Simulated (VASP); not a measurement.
A run of VASP 6.6.1:

Contents of INCAR:

```
PREC     = Accurate       # precision mode
ENCUT    = 520            # plane-wave cutoff, eV
EDIFF    = 1E-6           # SCF threshold, eV
ISMEAR   = 0              # smearing method
SIGMA    = 0.1            # smearing width, eV
LREAL    = False          # projectors in reciprocal space
LASPH    = True           # aspherical terms in the spheres
NELM     = 80             # most SCF steps
ALGO     = Normal         # electronic algorithm
ISIF     = 2              # what is computed and relaxed
LWAVE    = False          # write WAVECAR
LCHARG   = False          # write CHGCAR
GGA      = PE             # functional
NBANDS   = 10             # bands
```

KPOINTS

```
regular mesh
0
Gamma
  4 4 4
```

The input POSCAR:

```
Mg
1.0
    0.0000000000      3.4132876300      3.4132876300
    3.4132876300      0.0000000000      3.4132876300
    3.4132876300      3.4132876300      0.0000000000
Mg
3
Direct
    0.0000000000      0.0000000000      0.0000000000
    0.2500000000      0.2500000000      0.2500000000
    0.7500000000      0.7500000000      0.7500000000
```

Potentials or basis: VASP PAW PBE potentials, release 64 (Mg).

The run is started by

```sh
$ cat potpaw_PBE.64/Mg/POTCAR > POTCAR
$ mpirun -np 1 vasp_std > vasp.out
```

Hardware: 1 thread of AMD EPYC 7R43 64-Core Processor (Zen 3), with other jobs on the host.

**Question.** How long does it take, and how much memory?

**Answer.** Wall time 8.4 s on 1 thread of AMD EPYC 7R43 64-Core Processor (Zen 3), with other jobs on the host, peak memory 0.16 GiB. Counts: scf iterations 10, k points 8.
